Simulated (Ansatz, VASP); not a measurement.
One calculation of C, two programs

INCAR

```
  PREC = Accurate
  ENCUT = 520
  EDIFF = 1E-7
  ISMEAR = 1
  SIGMA = 0.4
  LREAL = False
  LASPH = True
  NELM = 80
  ALGO = Normal
  ISIF = 2
  LWAVE = False
  LCHARG = True
  GGA = CA
  LELF = True
  LVHAR = True
  NBANDS = 11
```

Contents of KPOINTS:

```
Automatic mesh
0
Gamma
  12 12 12
```

File POSCAR:

```
C
1.0
    0.0000000000      1.7834000000      1.7834000000
    1.7834000000      0.0000000000      1.7834000000
    1.7834000000      1.7834000000      0.0000000000
C
2
Direct
    0.5630817540      0.4369182460      0.3107547381
    0.7500000000      0.7500000000      0.7500000000
```

Input for Ansatz:

```yaml
crystal:
  lattice:
    - [0.0, 1.7834, 1.7834]
    - [1.7834, 0.0, 1.7834]
    - [1.7834, 1.7834, 0.0]
  atoms:
    - { symbol: C, position: [0.563081754, 0.436918246, 0.3107547381] }
    - { symbol: C, position: [0.75, 0.75, 0.75] }
basis:
  ecutwfc: 420
kpoints:
  mp_grid: { grid: [12, 12, 12] }
hamiltonian:
  xc: lda
scf:
  occupations: { method: cold, width: 0.4 }
output:
  forces: true
  stress: true
  eigenvalues: true
```

Alike in both runs: task single point; functional LDA; k mesh 12 × 12 × 12; no spin polarisation.

|  | VASP | Ansatz |
| --- | --- | --- |
| version | VASP 6.6.1 | Ansatz 0.2.0 |
| potentials or method | VASP PAW LDA potentials, release 64 (C) | scalar-relativistic, plane waves, PAW |
| plane-wave cutoff (eV) | 520 | 420 |
| occupations | methfessel-paxton of order 1, width 0.4 eV | cold, width 0.4 eV |
| valence electrons in the cell | 8 | 8 |

VASP gave:

* gap on the k mesh at the Fermi level (eV): none
* rms of the force components (eV/Å): 9.241

Problem. Which values does Ansatz return?

Solution. gap on the k mesh at the Fermi level (eV): none; rms of the force components (eV/Å): 9.200.

Atom by atom the forces differ by 0.044 eV/Å (rms over components). A gap of «none» marks a metal or a gap that the smearing closes.

Caveats: forces of over 1 eV/Å show positions far from the minimum, so gaps and moduli don't describe the material at rest.
